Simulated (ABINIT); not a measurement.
Runs of ABINIT 10.8.3 (patched build) on Sb. Symmetry: I4/mmm, No. 139, tetragonal system. The conventional cell has a = 3.153 Å, b = 3.153 Å, c = 5.424 Å, α = 90.00°, β = 90.00°, γ = 90.00°. Sb (site symmetry 4/mmm) has 12 Sb at 3.15 to 3.51 Å as nearest neighbours. This isn't the form of Sb at room conditions, which is rhombohedral.

```csv
task,level,potentials or basis,cell,cell freedom (optcell),cutoff smearing ecutsm (Ha),optimiser (ionmov),force stop (Ha/bohr),gap on the mesh (eV),pressure (GPa),relaxed volume (Å³/atom)
relaxation of cell and atoms,PBEsol,JTH PAW PBE v2.0,relaxed,2,0.5,2,0.0001,none,0.0,(a)
single point,PBE,JTH PAW PBE v2.0,cell strained at random at fixed volume,-,-,-,-,none,1.6,-
single point,PBE,JTH PAW PBE v2.0,as given,-,-,-,-,none,1.6,-
relaxation of cell and atoms,LDA,JTH PAW LDA v2.0,relaxed,2,0.5,2,0.0001,none,0.0,25.86
```

Alike in all rows: no spin polarisation; k mesh 12 × 12 × 12; cutoff (eV) 435; smearing fermi-dirac 0.05 eV.

Problem. Estimate the missing entries.

Solution. (a) 26.33.

Caveats: the PAW data sets were made with another functional, which shifts forces and pressure a little (some runs).

A k mesh can miss the band edges, and the runs leave out spin-orbit coupling on Sb.

A gap of «none» marks a metal or a gap under the smearing width.
